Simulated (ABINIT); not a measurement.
Write the native input for ABINIT 10.8.3 (patched build) that does the following.

- Task: band structure
- Functional: PBE
- Potentials or basis: JTH PAW PBE v2.0
- Cutoff: 626 eV
- k mesh: 9 × 9 × 5
- Occupations: fermi-dirac, width 0.05 eV
- Spin: no spin polarisation
- Fine-grid cutoff: 1224.51 eV

ZnO (zincite):

```
Zn O
1.0
     3.24931    0.00000    0.00000
    -1.62465    2.81398    0.00000
     0.00000    0.00000    5.20571
Zn O
2 2
Direct
  0.66667 0.33333 0.00000
  0.33333 0.66667 0.50000
  0.33333 0.66667 0.87901
  0.66667 0.33333 0.37901
```

The input as run:

run.abi

```
ndtset 2

pp_dirpath "./"
pseudos "Zn.GGA_PBE-JTH.xml, O.GGA_PBE-JTH.xml"

acell 3.249308 3.249308 5.205709 Angstrom
rprim
     1.0000000000     0.0000000000     0.0000000000
    -0.5000000000     0.8660254038     0.0000000000
     0.0000000000     0.0000000000     1.0000000000
ntypat 2
znucl 30 8
natom 4
typat 1 1 2 2
xred
     0.6666666667     0.3333333333     0.0000000000
     0.3333333333     0.6666666667     0.5000000000
     0.3333333333     0.6666666667     0.8790100000
     0.6666666667     0.3333333333     0.3790100000

ecut 23.0
pawecutdg 45.0
pawxcdev 0

ixc 11

occopt 3
tsmear 0.00183747

nstep 100

iomode 3
prtwf 0
prteig 0
prtebands 0
enunit 1
prtden1 1
prtvha1 1
prtvclmb1 1
prtpot1 1

kptopt1 1
ngkpt1 9 9 5
nshiftk1 1
shiftk1 0.0 0.0 0.0
nband1 22
tolvrs1 1.0e-9

iscf2 -2
getden2 1
nband2 28
nbdbuf2 4
tolwfr2 1.0e-11
kptopt2 -7
ndivsm2 5
prteig2 1
prtvol2 -3
kptbounds2
     0.0000000000     0.0000000000     0.0000000000
     0.5000000000     0.0000000000     0.0000000000
     0.3333333333     0.3333333333     0.0000000000
     0.0000000000     0.0000000000     0.0000000000
     0.0000000000     0.0000000000     0.5000000000
     0.5000000000     0.0000000000     0.5000000000
     0.3333333333     0.3333333333     0.5000000000
     0.0000000000     0.0000000000     0.5000000000
```

Potentials or basis: JTH PAW PBE v2.0.

The run is started by

```console
$ abinit run.abi > log 2>&1
```

Results of the run:

```json
{"Pressure": "4.4 GPa", "Largest force": "0.072 eV/Å", "Band gap on the k mesh": "0.79 eV, direct", "Band gap along the path": "0.79 eV, direct", "Valence electrons inside the program's atomic spheres": "Zn 10.89; O 4.54"}
```

It took 4.9 min on 1 thread of Arm Neoverse V2 (shared host), peak memory 0.16 GiB.
